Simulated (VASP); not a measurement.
Wanted: the native input for a VASP 6.6.1 run.

| Item | Value |
| --- | --- |
| Task | relaxation of cell and atoms |
| Functional | PBE |
| Potentials or basis | VASP PAW PBE potentials, release 64 (Al, N) |
| Cutoff | 600 eV |
| k mesh | 12 × 12 × 6 |
| Occupations | gaussian, width 0.03 eV |
| Spin | no spin polarisation |
| Further INCAR settings | ALGO = Normal; EDIFF = 1e-06; IBRION = 2; EDIFFG = -0.01; NSW = 90; ISIF = 3 |

The structure of AlN lies in POSCAR:

```
AlN
1.0
    3.1130000000      0.0000000000      0.0000000000
   -1.5565000000      2.6959370820      0.0000000000
    0.0000000000      0.0000000000      4.9810000000
Al N
2 2
Direct
    0.3333333333      0.6666666667      0.0000000000
    0.6666666667      0.3333333333      0.5000000000
    0.3333333333      0.6666666667      0.3800000000
    0.6666666667      0.3333333333      0.8800000000
```

The input as run:

INCAR

```
SYSTEM = AlN
PREC = Accurate
ENCUT = 600
EDIFF = 1E-6
ISMEAR = 0
SIGMA = 0.03
LREAL = .FALSE.
LASPH = .TRUE.
NELM = 80
ALGO = Normal
ISIF = 3
LWAVE = .FALSE.
LCHARG = .FALSE.
GGA = PE
IBRION = 2
NSW = 90
EDIFFG = -0.01
KPAR = 2
```

KPOINTS

```
regular mesh
0
G
  12 12 6
  0 0 0
```

Potentials or basis: VASP PAW PBE potentials, release 64 (Al, N).

The run is started by

```bash
$ cat potpaw_PBE.64/Al/POTCAR potpaw_PBE.64/N/POTCAR > POTCAR
$ mpirun -np 2 vasp_std > vasp.out
```

It gave:

* Relaxed volume: 10.62 Å³/atom
* Relaxed cell: a = 3.127 Å, b = 3.127 Å, c = 5.018 Å, α = 90.00°, β = 90.00°, γ = 120.00°
* Space group after relaxing (to 0.05 Å): P6_3mc (No. 186)
* Energy gained by relaxing: 2.1 meV/atom
* Ionic steps: 3
* Pressure after relaxing: 0.0 GPa
* Largest force after relaxing: 0.004 eV/Å
* Band gap on the k mesh: 4.07 eV, direct

Run time: 54 s on 2 MPI ranks on Intel(R) Xeon(R) Platinum 8488C (Sapphire Rapids), with other jobs on the host, peak memory 0.19 GiB a rank.
